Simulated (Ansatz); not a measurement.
# What strain does to BaTe (NiAs type)

BaTe in the NiAs-type structure, relaxed with r2SCAN in the plane-wave code Ansatz. The symmetry is P6_3/mmc (No. 194, hexagonal); a = 4.895 Å, c = 8.584 Å in the conventional setting, 44.54 Å³ an atom. Ba has 6 Te at 3.55 Å; Te has 6 Ba at 3.55 Å.

The axes x, y and z are those of this cell:
```yaml
crystal:
  lattice:
    - [4.89537, 0.00000, 0.00000]
    - [-2.44769, 4.23952, 0.00000]
    - [0.00000, 0.00000, 8.58407]
  atoms:
    - { symbol: Ba, position: [0.00000, 0.00000, 0.00000] }
    - { symbol: Ba, position: [0.00000, 0.00000, 0.50000] }
    - { symbol: Te, position: [0.33333, 0.66667, 0.25000] }
    - { symbol: Te, position: [0.66667, 0.33333, 0.75000] }
```

Unstrained: PBE gives an indirect gap of 1.748 eV, from Γ to M; the least direct gap is 1.798 eV at Γ. r2SCAN gives an indirect gap of 2.123 eV, from Γ to M; the least direct gap is 2.174 eV at Γ. The HSE06 gap is indirect, 2.477 eV (Γ to M), below the direct gap of 2.565 eV at Γ. Meshes: PBE 6×6×4, r2SCAN 6×6×4, HSE06 6×6×2. Strains are changes of length per length, and xy shears are angles. After each strain the atoms were relaxed again with r2SCAN within the symmetry that the strain leaves, so tilts or polar shifts that break it weren't tested; points keep the names that they have in the unstrained zone. The cell comes from a prototype generator: it can be a known phase or a hypothetical one. Spin polarisation is off.

Changes of the least gap in eV (an overlap counts as a negative gap):
```json
{"strain": "epitaxial -4.62 % in the xy plane, free normal strain +2.89 %", "volume change (%)": "-6.4", "space group": "P6_3/mmc", "PBE": "-0.335", "r2SCAN": "-0.341", "HSE06": "-0.335", "energy rise, r2SCAN (meV/atom)": "36.2"}
{"strain": "xy shear, engineering strain (angle) -3.5 %", "volume change (%)": "0.0", "space group": "P2_1/m", "PBE": "-0.071", "r2SCAN": "-0.075", "HSE06": "-0.079", "energy rise, r2SCAN (meV/atom)": "2.1"}
```

Epitaxial -4.62 % in the xy plane, free normal strain +2.89 %. HSE06: the gap goes from 2.477 to 2.142 eV (-0.335 eV); it turns from indirect (Γ → M) to direct (Γ). Stress change with r2SCAN, compression positive: xx +2.94, yy +2.94, zz +0.01 GPa.

Xy shear, engineering strain (angle) -3.5 %. HSE06: the gap goes from 2.477 to 2.398 eV (-0.079 eV); with r2SCAN the top three valence levels at Γ, grouped 2+1 from the top over 247 meV, become 1+1+1 over 305 meV. Stress change with r2SCAN, compression positive: xx -0.03, yy +0.02, zz -0.01, xy +0.43 GPa.

No spin-orbit coupling is included; it can move band edges with weight on the heavy atoms by tenths of an eV.

The meshes of the hybrids are coarse, so their gaps aren't converged to the digits shown.

The splittings at Γ are without spin-orbit coupling, which regroups them where it is of like size or larger.
